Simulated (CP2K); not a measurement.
KTaO3 in CP2K: the effect of functional

Crystal: KTaO3.

```
Ta K O
1.0
     3.98830    0.00000    0.00000
     0.00000    3.98830    0.00000
     0.00000    0.00000    3.98830
Ta K O
1 1 3
Cartesian
  0.0000 0.0000 0.0000
  1.9942 1.9942 1.9942
  0.0000 0.0000 1.9942
  0.0000 1.9942 0.0000
  1.9942 0.0000 0.0000
```

Alike in all runs:

```yaml
Program: CP2K 2026.2
Task: band structure
Potentials_or_basis: POTENTIAL_UZH Ta GTH-PBE-q13, K GTH-PBE-q9, O GTH-PBE-q6; DZVP-MOLOPT-PBE-GTH basis
Density_cutoff: 11565 eV
k_mesh: 7 × 7 × 7
Occupations: fermi-dirac, width 0.05 eV
Spin: no spin polarisation
```

```tsv
functional	pressure (GPa)
LDA	-5.8
AM05	-1.5
BEEF-vdW	?
WC	-2.2
MS2	-1.6
```

Problem. What does the run with functional BEEF-vdW give?

Solution. Pressure 3.6 GPa.

Caveats: the potentials were made for another functional, which shifts forces and pressure; the basis of atomic orbitals isn't converged, which shifts pressures, moduli and gaps.

Runs at the PBE level aren't shown here.
